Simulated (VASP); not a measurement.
Rh: band structure with TB-mBJ

The system is Rh.

```
Rh
1.0
     0.00521    1.90590    1.88686
     1.92960    0.01168    1.88038
     1.92450    1.89434    0.01677
Rh
1
Direct
  0.00000 0.00000 0.00000
```

The cell isn't the ideal one: cell strained at random at fixed volume.

```yaml
Program: VASP 6.6.1
Task: band structure
Functional: TB-mBJ
Potentials_or_basis: VASP PAW PBE potentials, release 64 (Rh_pv)
Cutoff: 520 eV
k_mesh: 12 × 12 × 12
Occupations: fermi-dirac, width 0.1 eV
Spin: no spin polarisation
Further_INCAR_settings: ALGO = Normal; EDIFF = 1e-06
```

| Quantity | Value |
| --- | --- |
| Band gap along the path | none (metal or under the smearing width) |

Levels at the corners of the path, in eV from the Fermi level:
| point | band 6 | band 7 | band 8 | band 9 | band 10 | band 11 |
| --- | --- | --- | --- | --- | --- | --- |
| X | -3.07 | 0.45 | 0.64 | 1.41 | 9.14 | 11.66 |
| Γ | -2.98 | -2.80 | -1.26 | -0.98 | 11.65 | 15.47 |
| Γ | -2.98 | -2.80 | -1.26 | -0.98 | 11.65 | 15.47 |
| Y | -2.95 | 0.49 | 0.55 | 1.28 | 8.95 | 11.66 |
| L | 0.37 | 0.91 | 1.17 | 3.94 | 11.61 | 12.76 |
| Γ | -2.98 | -2.80 | -1.26 | -0.98 | 11.65 | 15.47 |
| Γ | -2.98 | -2.80 | -1.26 | -0.98 | 11.65 | 15.47 |
| Z | -2.95 | 0.49 | 0.57 | 1.33 | 9.03 | 11.66 |
| N | 0.36 | 0.97 | 1.13 | 4.16 | 11.62 | 13.04 |
| Γ | -2.98 | -2.80 | -1.26 | -0.98 | 11.65 | 15.47 |
| Γ | -2.98 | -2.80 | -1.26 | -0.98 | 11.65 | 15.47 |
| M | 0.39 | 0.98 | 1.07 | 3.61 | 11.59 | 12.35 |
| R | -3.10 | 0.47 | 0.66 | 1.46 | 9.22 | 11.66 |
| Γ | -2.98 | -2.80 | -1.26 | -0.98 | 11.65 | 15.47 |

It took 3.6 min on 1 thread of Intel(R) Xeon(R) Platinum 8488C (Sapphire Rapids) (shared host), peak memory 0.31 GiB.
